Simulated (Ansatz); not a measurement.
CaO (zincblende), relaxed with r2SCAN: the symmetry is F-43m (No. 216, cubic); a = 5.213 Å in the conventional setting, 17.71 Å³ an atom. Ca is surrounded by 4 O at 2.26 Å; O is surrounded by 4 Ca at 2.26 Å. One-shot G0W0@PBE in the plane-wave code Ansatz on a 4×4×4 mesh (contour deformation, no spin-orbit coupling), from a PBE gap of 3.333 eV over the mesh points (the G0W0 gap is indirect on the mesh); the number N of bands summed and the screening cutoff rise together. Simulation only: spin-unpolarised, and no claim that this is the phase found in nature.

```
  N  cutoff (eV)  1000/N  G0W0 gap (eV)
 65           80  15.385          4.497
141          140   7.092          4.721
```

Question: Lay a straight line in 1000/N through these rows.

Answer: The slope is -0.0270 eV per unit of 1000/N and the intercept 4.913 eV.

Question: Predict the gap at N = 252 (210 eV).

Answer: 4.913 + (-0.0270) × 3.968 = 4.806 eV; the run gives 4.842 eV, +0.036 eV from the line.

Question: With that run's result added, what limit do the last two rows suggest?

Answer: Their slope is (4.842 − 4.721)/(3.968 − 7.092) = -0.0387, which meets 1/N = 0 at 5.00 eV, against 4.913 eV from the first line. The slope steepens, so 1/N isn't yet asymptotic and the true limit probably lies higher still; the k mesh isn't extrapolated.
